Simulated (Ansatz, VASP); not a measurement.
# InAs: VASP beside Ansatz

File INCAR:

```
  PREC = Accurate
  ENCUT = 520
  EDIFF = 1E-7
  ISMEAR = -1
  SIGMA = 0.05
  LREAL = F
  LASPH = T
  NELM = 60
  ALGO = Normal
  ISIF = 2
  LWAVE = F
  LCHARG = F
  GGA = PE
  NBANDS = 16
```

File KPOINTS:

```
regular mesh
0
Gamma
  8 8 8
```

Contents of POSCAR:

```
InAs
1.0
    0.0000000000      3.0771914981      3.0771914981
    3.0771914981      0.0000000000      3.0771914981
    3.0771914981      3.0771914981      0.0000000000
In As
1 1
Direct
    0.0000000000      0.0000000000      0.0000000000
    0.7500000000      0.7500000000      0.7500000000
```

input.yaml

```yaml
crystal:
  lattice:
    - [0.0, 3.0771914981, 3.0771914981]
    - [3.0771914981, 0.0, 3.0771914981]
    - [3.0771914981, 3.0771914981, 0.0]
  atoms:
    - { symbol: In, position: [0.0, 0.0, 0.0] }
    - { symbol: As, position: [0.75, 0.75, 0.75] }
hamiltonian:
  xc: pbe
  pseudopotentials: { kind: paw }
kpoints:
  mp_grid: { grid: [8, 8, 8] }
scf:
  occupations: { method: fermi_dirac, width: 0.05 }
output:
  forces: true
  stress: true
  eigenvalues: true
  write_density: true
  write_potential: true
  elf: true
  volumetric_format: npy
```

Change from the starting cell: volume scaled by 1.06.

Alike in both runs: task single point; functional PBE; k mesh 8 × 8 × 8; occupations fermi-dirac, width 0.05 eV; no spin polarisation.

|  | VASP | Ansatz |
| --- | --- | --- |
| version | VASP 6.6.1 | Ansatz 0.2.0 |
| potentials or method | VASP PAW PBE potentials, release 64 (In_d, As) | Ansatz PAW |
| plane-wave cutoff (eV) | 520 | 420 |
| valence electrons in the cell | 18 | 28 |

```tsv
	VASP	Ansatz	Ansatz less VASP
gap on the k mesh at the Fermi level (eV)	none	none	-
pressure (GPa)	0.8	0.8	-0.05
```

A gap of «none» marks a metal or a gap that the smearing closes. The two sets of potentials don't hold the same shells in valence.
